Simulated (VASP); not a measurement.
Write the native input for VASP 6.6.1 that does the following.

| Item | Value |
| --- | --- |
| Task | relaxation of the atoms |
| Functional | PBEsol |
| Potentials or basis | VASP PAW PBE potentials, release 64 (Pt) |
| Cutoff | 350 eV |
| k mesh | 13 × 13 × 1 |
| Occupations | fermi-dirac, width 0.05 eV |
| Spin | no spin polarisation |
| Further INCAR settings | ALGO = Normal; EDIFF = 1e-06; IBRION = 2; EDIFFG = -0.02; NSW = 60 |

The structure of Pt lies in POSCAR:

```
Pt
1.0
    2.7746870094      0.0000000000      0.0000000000
    0.0000000000      2.7746870094      0.0000000000
    0.0000000000      0.0000000000     30.6960000000
Pt
9
Direct
    0.0000000000      0.0000000000      0.2443315090
    0.5000000000      0.5000000000      0.3082486317
    0.0000000000      0.0000000000      0.3721657545
    0.5000000000      0.5000000000      0.4360828772
    0.0000000000      0.0000000000      0.5000000000
    0.5000000000      0.5000000000      0.5639171228
    0.0000000000      0.0000000000      0.6278342455
    0.5000000000      0.5000000000      0.6917513683
    0.0000000000      0.0000000000      0.7556684910
```

The slab is cut from a database's or a generator's crystal, which needn't be the stable form of the element.

These files were run (other wordings do the same):

INCAR

```
PREC = Accurate
ENCUT = 350
EDIFF = 1E-6
ISMEAR = -1
SIGMA = 0.05
LREAL = False
LASPH = True
NELM = 60
ALGO = Normal
ISIF = 2
LWAVE = False
LCHARG = False
GGA = PS
IBRION = 2
NSW = 60
EDIFFG = -0.02
```

KPOINTS

```
Automatic mesh
0
Gamma
  13 13 1
```

Potentials or basis: VASP PAW PBE potentials, release 64 (Pt).

Launch:

```bash
$ cat potpaw_PBE.64/Pt/POTCAR > POTCAR
$ mpirun -np 1 vasp_std > vasp.out
```

It gave:

```json
{
 "Energy gained by relaxing": "4.1 meV/atom",
 "Ionic steps": "16",
 "Largest force after relaxing": "0.010 eV/Å",
 "Band gap on the k mesh": "none (metal or under the smearing width)"
}
```

Caveat: the PAW data sets were made with another functional, which shifts forces and pressure a little.

It took 19 min on 1 thread of AMD EPYC 9R45 96-Core Processor (Zen 5) (shared host), peak memory 0.29 GiB.
